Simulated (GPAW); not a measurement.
# Sn (Fd-3m) in GPAW: further runs

The runs below take Sn through single point, with PBE, RPBE.

All numbers are computed with GPAW 26.7.0; they aren't measurements. Logs are shortened: lines on timing, memory, paths and dates and some standing lists are left out, and cuts for length are marked. The log counts tension as positive stress, the text compression.

## (1) The structure

The structure is cubic, space group Fd-3m (No. 227). Conventional cell: a = 6.467 Å, b = 6.467 Å, c = 6.467 Å, α = 90.00°, β = 90.00°, γ = 90.00°. Around Sn (site symmetry -43m) lie 4 Sn at 2.80 Å.

This isn't the form of Sn at room conditions, which is tetragonal (white tin).

## (2) Single point, PBE (the cell as VASP's run set it)

run.py reads:

```python
from ase import Atoms
from ase.dft.bandgap import bandgap
from ase.io import write
from ase.units import GPa
from gpaw import GPAW, PW

atoms = Atoms(['Sn', 'Sn'],
              cell=[[0.0, 3.2333428, 3.2333428],
                    [3.2333428, 0.0, 3.2333428],
                    [3.2333428, 3.2333428, 0.0]],
              scaled_positions=[[0.25, 0.25, 0.25],
                                [0.0, 0.0, 0.0]],
              pbc=True)

calc = GPAW(mode=PW(600),
            xc='PBE',
            kpts={'size': (7, 7, 7), 'gamma': True},
            occupations={'name': 'methfessel-paxton', 'order': 0, 'width': 0.05},
            nbands=24,
            convergence={'density': 1e-05, 'energy': 1e-05},
            maxiter=150,
            txt='gpaw.txt')
atoms.calc = calc
energy = atoms.get_potential_energy()
forces = atoms.get_forces()
stress = atoms.get_stress()
calc.write('gs.gpw')
write('result.traj', atoms)
print(f'Energy: {energy:.6f} eV')
print('Forces (eV/A):')
print(forces.round(4))
print('Stress (GPa):', (stress / GPa).round(3))
print('Fermi level:', round(calc.get_fermi_level(), 4), 'eV')
print(f'Gap: {bandgap(calc)[0]:.4f} eV, direct: {bandgap(calc, direct=True)[0]:.4f} eV')
```

Potentials or basis: GPAW PAW data sets (gpaw-data 1.2.1), pw.

The run is started by

```bash
$ OMP_NUM_THREADS=1 python run.py
```

gpaw.txt:

```text
__  _  _
 | _ |_)|_||  |
 |__||  | ||/\| - 26.7.0

Input parameters:
  mode=PW(ecut=600.0),
  convergence={'density': 1e-05, 'energy': 1e-05},
  kpts=MonkhorstPack(size=(7, 7, 7), gamma=True),
  maxiter=150,
  nbands=24,
  occupations=Occupations(name='methfessel-paxton', order=0, width=0.05),
  xc=XC(name='PBE')

Diagonalizing LCAO Hamiltonian
Converting LCAO to pw mode

            Sn

       Sn

Atoms  # Å, Bohr magnetons
|   | symbol |        x |        y |        z |    initial magnetic moments |
|---|--------|----------|----------|----------|-----------------------------|
| 0 |     Sn | 1.616671 | 1.616671 | 1.616671 | ( 0.0000,  0.0000,  0.0000) |
| 1 |     Sn | 0.000000 | 0.000000 | 0.000000 | ( 0.0000,  0.0000,  0.0000) |

Unit cell  # Å
| periodic |        x |        y |        z |  lengths |    angles |
|----------|----------|----------|----------|----------|-----------|
|      yes | 0.000000 | 3.233343 | 3.233343 | 4.572637 | 60.000000 |
|      yes | 3.233343 | 0.000000 | 3.233343 | 4.572637 | 60.000000 |
|      yes | 3.233343 | 3.233343 | 0.000000 | 4.572637 | 60.000000 |

Number of symmetries: 24
Symmetry operations  # r_c * U_cc + t_c -> r_c
|    | kind |            matrix            |
|----|------|------------------------------|
|  0 |  E   |  1, 0, 0,  0, 1, 0,  0, 0, 1 |
|  1 |  σ   |  1, 0, 0,  0, 0, 1,  0, 1, 0 |
|  2 |  σ   |  1, 0,-1,  0, 1,-1,  0, 0,-1 |
|  3 |  C3  |  1, 0,-1,  0, 0,-1,  0, 1,-1 |
|  4 |  C3  |  1,-1, 0,  0,-1, 1,  0,-1, 0 |
|  5 |  σ   |  1,-1, 0,  0,-1, 0,  0,-1, 1 |
|  6 |  σ   |  0, 1, 0,  1, 0, 0,  0, 0, 1 |
|  7 |  C3  |  0, 1, 0,  0, 0, 1,  1, 0, 0 |
|  8 |  C2  |  0, 1,-1,  1, 0,-1,  0, 0,-1 |
|  9 |  S4  |  0, 1,-1,  0, 0,-1,  1, 0,-1 |
| 10 |  C3  |  0, 0, 1,  1, 0, 0,  0, 1, 0 |
| 11 |  σ   |  0, 0, 1,  0, 1, 0,  1, 0, 0 |
| 12 |  S4  |  0, 0,-1,  1, 0,-1,  0, 1,-1 |
| 13 |  C3  |  0, 0,-1,  0, 1,-1,  1, 0,-1 |
| 14 |  S4  |  0,-1, 1,  1,-1, 0,  0,-1, 0 |
| 15 |  C2  |  0,-1, 1,  0,-1, 0,  1,-1, 0 |
| 16 |  C3  |  0,-1, 0,  1,-1, 0,  0,-1, 1 |
| 17 |  S4  |  0,-1, 0,  0,-1, 1,  1,-1, 0 |
| 18 |  S4  | -1, 1, 0, -1, 0, 1, -1, 0, 0 |
| 19 |  C3  | -1, 1, 0, -1, 0, 0, -1, 0, 1 |
| 20 |  C3  | -1, 0, 1, -1, 1, 0, -1, 0, 0 |
| 21 |  S4  | -1, 0, 1, -1, 0, 0, -1, 1, 0 |
| 22 |  σ   | -1, 0, 0, -1, 1, 0, -1, 0, 1 |
| 23 |  C2  | -1, 0, 0, -1, 0, 1, -1, 1, 0 |

BZ-sampling:
  Number of BZ points: 343
  Number of IBZ points: 20

  Monkhorst-Pack size: [7, 7, 7]
  Monkhorst-Pack shift: [0, 0, 0]

K-points  # in reciprocal-cell coordinates
|     |                                coordinates |     weight |
|-----|--------------------------------------------|------------|
|   0 | (  0.00000000,   0.00000000,   0.00000000) | 0.00291545 |
|   1 | (  0.14285714,   0.14285714,   0.00000000) | 0.01749271 |
|   2 | (  0.14285714,   0.14285714,   0.14285714) | 0.02332362 |
|   3 | (  0.28571429,   0.14285714,   0.14285714) | 0.03498542 |
|   4 | (  0.28571429,   0.28571429,   0.00000000) | 0.01749271 |
|   5 | (  0.28571429,   0.28571429,   0.14285714) | 0.06997085 |
|   6 | (  0.28571429,   0.28571429,   0.28571429) | 0.02332362 |
|   7 | (  0.42857143,  -0.28571429,  -0.28571429) | 0.03498542 |
|   8 | (  0.42857143,   0.28571429,  -0.42857143) | 0.13994169 |
|   9 | (  0.42857143,   0.28571429,  -0.28571429) | 0.06997085 |
| ... |                                            |            |
|  19 | (  0.42857143,   0.42857143,   0.42857143) | 0.02332362 |

Plane wave coefficients: 2281
Cutoff: 600.0 eV

Spin-components: 1 (collinear spins)
Bands:           24
Projectors:      12
Spin-degeneracy: 2
Datatype:        complex128

Parallelization:
  kpt:    1
  domain: 1
  band:   1

Density:
  Valence electrons: 28.0
  Components: 1
  Grid points: [27 27 27]
  Charge: 0.0  # |e|

Potential:
  Grid points: [27 27 27]

species:
  Sn:
    name:    Tin
    Z:       50.0
    valence: 14
    core:    36
    charge:  0.0  # [|e|]
    compensation charges:
      type: gauss
      rc: 0.38  # [Å]
      lmax: 2
    cutoffs:
      filter: 2.23  # [Å]
      core: 2.35  # [Å]
    projectors
    | kind |    occ | energy [eV] | rcut [Å] |
    |------|--------|-------------|----------|
    |   5s |  2.000 |     -10.538 |    1.201 |
    |   5p |  2.000 |      -3.696 |    1.270 |
    |   4d | 10.000 |     -25.845 |    1.185 |
    |    s |        |      16.674 |    1.201 |
    |    p |        |      23.515 |    1.270 |
    |    d |        |       1.367 |    1.185 |

    Using partial waves for Sn as LCAO basis

Reference energy: -336021.386614  # eV

eigensolver:
  PPCG
  Converge bands: occupied
  niter=2

density mixing:
  MSR1-Mixer
  Pratt-step length: 0.05
  Maximum mixing coefficient: 0.75
  Old densities: 10
  SVD Regularization: 0.005
  Good broyden scale: 1.0
  Trust region scale: 1.0
  Backstep threshold: 4.0
  History deletion threshold: 6.0
  Fourier metric: weight=20.0, sigma=0.015

occupation numbers:
  Methfessel-Paxton:
    width: 0.0500  # eV
    order: 0

poisson solver:
  ecut: 4800.0  # eV

xc functional:
  name: PBE with 2 nearest neighbor stencil

convergence criteria:
- Maximum integral of absolute [dens]ity change: 1e-05 electrons / valence electron
- Maximum [total energy] change in last 3 cyles: 1e-05 eV / valence electron
- Maximum integral of absolute [eigenst]ate change: 4e-08 eV^2 / valence electron
maximum number of iterations: 150

SCF iterations
|iter     | |      energy | eigst |  dens |
|---------|-|-------------|-------|-------|
|iter:   1| |   -8.075059 | +0.01 |       |
|iter:   2| |   -8.078034 | -2.30 | -1.44 |
|iter:   3| |   -8.050919 | -2.50 | -1.47 |
|iter:   4| |   -8.055064 | -3.10 | -1.98 |
|iter:   5| |   -8.055966 | -4.09 | -2.64 |
|iter:   6| |   -8.055988 | -5.59 | -3.64 |
|iter:   7| |   -8.055989c| -6.61 | -4.37 |
|iter:   8| |   -8.055989c| -8.16c| -4.69 |
|iter:   9| |   -8.055989c| -8.25c| -5.35c|

Converged in 9 steps
Energy contributions relative to reference atoms: (reference = -336021.386614)

Energy contributions:
  Kinetic:          11.924114
  Coulomb:         -10.881895
  Zero:              0.034642
  External:          0.000000
  Xc:               -9.132559
  Entropy:          -0.000584
  Spinorbit:         0.000000
  ----------------------------
  Free energy:      -8.056282
  Extrapolated:     -8.055989

dipole moment: (-25.841850, -25.841850, -25.841850)  # |e|*Ang

Fermi level: 5.093
Eigenvalues  # (at kpt = [0.000, 0.000, 0.000])
| band index |      eig [eV] | occ [0-2] |
|------------|---------------|-----------|
|          0 |       -16.633 |     2.000 |
|        ... |               |           |
|          4 |       -16.574 |     2.000 |
|          5 |       -16.254 |     2.000 |
|          6 |       -16.254 |     2.000 |
|          7 |       -16.254 |     2.000 |
|          8 |       -16.246 |     2.000 |
|          9 |       -16.246 |     2.000 |
[... 8 lines left out ...]
|         18 |        10.110 |     0.000 |
|         19 |        13.035 |     0.000 |
|        ... |               |           |
|         23 |        13.417 |     0.000 |

No gap
No difference between direct/indirect transitions

Forces  # eV/Ang
|        x |        y |       z |
|----------|----------|---------|
| -0.00000 | -0.00000 | 0.00000 |  # Sn   0
|  0.00000 | -0.00000 | 0.00000 |  # Sn   1

Stress tensor  # eV/Ang^3
|         x |         y |         z |
|-----------|-----------|-----------|
| -0.022027 | -0.000000 |  0.000000 |
| -0.000000 | -0.022027 |  0.000000 |
|  0.000000 |  0.000000 | -0.022027 |

# Writing to gs.gpw (mode='')
```

It took 23 s on 1 thread of Arm Neoverse V1, shared host; peak memory 0.17 GiB.

Results:

| Item | Value |
| --- | --- |
| Free energy | -8.0563 eV |
| Pressure | 3.5 GPa |
| Band gap on the k mesh | none (metal or under the smearing width) |

Levels at points of the mesh, in eV from the Fermi level:
```csv
k point,band 11,band 12,band 13,band 14,band 15,band 16,band 17,band 18
"(0.00, 0.00, 0.00)",-10.69,-0.57,0.05,0.05,0.05,2.12,2.12,2.12
```

## (3) Single point, RPBE (the cell as VASP's run set it)

run.py reads:

```python
from ase.dft.bandgap import bandgap
from ase.io import read, write
from ase.units import GPa
from gpaw import GPAW, PW

atoms = read('Sn.xyz')

calc = GPAW(mode=PW(600),
            xc='RPBE',
            kpts={'size': (7, 7, 7), 'gamma': True},
            occupations={'name': 'methfessel-paxton', 'order': 0, 'width': 0.1},
            nbands=24,
            convergence={'density': 1e-05, 'energy': 1e-05},
            maxiter=150,
            txt='gpaw.txt')
atoms.calc = calc
energy = atoms.get_potential_energy()
forces = atoms.get_forces()
stress = atoms.get_stress()
calc.write('gs.gpw')
write('result.traj', atoms)
print(f'Energy: {energy:.6f} eV')
print('Forces (eV/A):')
print(forces.round(4))
print('Stress (GPa):', (stress / GPa).round(3))
print('Fermi level:', round(calc.get_fermi_level(), 4), 'eV')
print(f'Gap: {bandgap(calc)[0]:.4f} eV, direct: {bandgap(calc, direct=True)[0]:.4f} eV')
```

Sn.xyz reads:

```xyz
2
Lattice="0.0000000000 3.2333428000 3.2333428000 3.2333428000 0.0000000000 3.2333428000 3.2333428000 3.2333428000 0.0000000000" Properties=species:S:1:pos:R:3 pbc="T T T"
Sn     1.6166714000      1.6166714000      1.6166714000
Sn     0.0000000000      0.0000000000      0.0000000000
```

Potentials or basis: the program's PAW data sets (release 1.2.1) made for this functional, pw.

The run is started by

```bash
$ OMP_NUM_THREADS=1 python run.py
```

It took 23 s on 1 thread of Arm Neoverse V1, shared host; peak memory 0.17 GiB.

Results (log left out):

```yaml
Free_energy: -7.3401 eV
Pressure: 4.9 GPa
Band_gap_on_the_k_mesh: none (metal or under the smearing width)
```

Levels at points of the mesh, in eV from the Fermi level:
| k point | band 10 | band 11 | band 12 | band 13 | band 14 | band 15 | band 16 | band 17 | band 18 | band 19 |
| --- | --- | --- | --- | --- | --- | --- | --- | --- | --- | --- |
| (0.00, 0.00, 0.00) | -21.40 | -10.67 | -0.50 | 0.03 | 0.03 | 0.03 | 2.12 | 2.12 | 2.12 | 5.21 |

## (4) Single point, PBE

run.py reads:

```python
from ase.dft.bandgap import bandgap
from ase.io import write
from ase.spacegroup import crystal
from ase.units import GPa
from gpaw import GPAW, PW

# Sn 8a
atoms = crystal(['Sn'],
                basis=[[0.25, 0.25, 0.25]],
                spacegroup=227, setting=1,  # Fd-3m
                cellpar=[6.4666856, 6.4666856, 6.4666856, 90.0, 90.0, 90.0],
                primitive_cell=True)

calc = GPAW(mode=PW(600),
            xc='PBE',
            kpts={'size': (3, 3, 3), 'gamma': True},
            occupations={'name': 'fermi-dirac', 'width': 0.05},
            nbands=24,
            convergence={'density': 1e-05, 'energy': 1e-05},
            maxiter=80,
            txt='gpaw.txt')
atoms.calc = calc
energy = atoms.get_potential_energy()
forces = atoms.get_forces()
stress = atoms.get_stress()
calc.write('gs.gpw')
write('result.traj', atoms)
print(f'Energy: {energy:.6f} eV')
print('Forces (eV/A):')
print(forces.round(4))
print('Stress (GPa):', (stress / GPa).round(3))
print('Fermi level:', round(calc.get_fermi_level(), 4), 'eV')
print(f'Gap: {bandgap(calc)[0]:.4f} eV, direct: {bandgap(calc, direct=True)[0]:.4f} eV')
```

Potentials or basis: GPAW PAW data sets (gpaw-data 1.2.1), pw.

The run is started by

```bash
$ OMP_NUM_THREADS=1 python run.py
```

Run time: 6.3 s. Hardware: 1 thread of Arm Neoverse V1, shared host; peak memory 0.15 GiB.

The run converged, but some of its settings lie outside the range that counts as converged, so its numbers aren't taken as properties of the crystal.

What came out:

* Free energy: -7.4867 eV
* Pressure: 5.3 GPa
* Band gap on the k mesh: none (metal or under the smearing width)

Caveat: the k mesh is coarse (spacing up to 0.56 Å⁻¹), so the values aren't converged.

## (5) Single point, PBE

run.py reads:

```python
from ase import Atoms
from ase.dft.bandgap import bandgap
from ase.io import write
from ase.units import GPa
from gpaw import GPAW, PW

atoms = Atoms(['Sn', 'Sn'],
              cell=[[0.0, 3.2333428, 3.2333428],
                    [3.2333428, 0.0, 3.2333428],
                    [3.2333428, 3.2333428, 0.0]],
              scaled_positions=[[0.75, 0.75, 0.75],
                                [0.5, 0.5, 0.5]],
              pbc=True)

calc = GPAW(mode=PW(900),
            xc='PBE',
            kpts={'size': (6, 6, 6), 'gamma': True},
            occupations={'name': 'fermi-dirac', 'width': 0.05},
            nbands=24,
            convergence={'density': 1e-05, 'energy': 1e-05},
            maxiter=50,
            txt='gpaw.txt')
atoms.calc = calc
energy = atoms.get_potential_energy()
forces = atoms.get_forces()
stress = atoms.get_stress()
calc.write('gs.gpw')
write('result.traj', atoms)
print(f'Energy: {energy:.6f} eV')
print('Forces (eV/A):')
print(forces.round(4))
print('Stress (GPa):', (stress / GPa).round(3))
print('Fermi level:', round(calc.get_fermi_level(), 4), 'eV')
print(f'Gap: {bandgap(calc)[0]:.4f} eV, direct: {bandgap(calc, direct=True)[0]:.4f} eV')
```

The run is started by

```bash
$ OMP_NUM_THREADS=1 python run.py
```

It took 23 s on 1 thread of Arm Neoverse V1, shared host; peak memory 0.2 GiB.

The run converged. Its results:

| Item | Value |
| --- | --- |
| Free energy | -8.0404 eV |
| Pressure | 3.6 GPa |
| Band gap on the k mesh | none (metal or under the smearing width) |

Levels at points of the mesh, in eV from the Fermi level:
| k point | band 11 | band 12 | band 13 | band 14 | band 15 | band 16 | band 17 | band 18 |
| --- | --- | --- | --- | --- | --- | --- | --- | --- |
| (0.00, 0.00, 0.00) | -10.65 | -0.53 | 0.08 | 0.08 | 0.08 | 2.16 | 2.16 | 2.16 |
| (0.50, 0.50, 0.00) | -7.52 | -7.52 | -2.50 | -2.50 | 0.82 | 0.82 | 7.79 | 7.79 |
| (0.50, 0.50, 0.50) | -9.01 | -6.32 | -1.14 | -1.14 | 0.03 | 3.24 | 3.24 | 5.66 |

(Continued in part 2 of 2.)
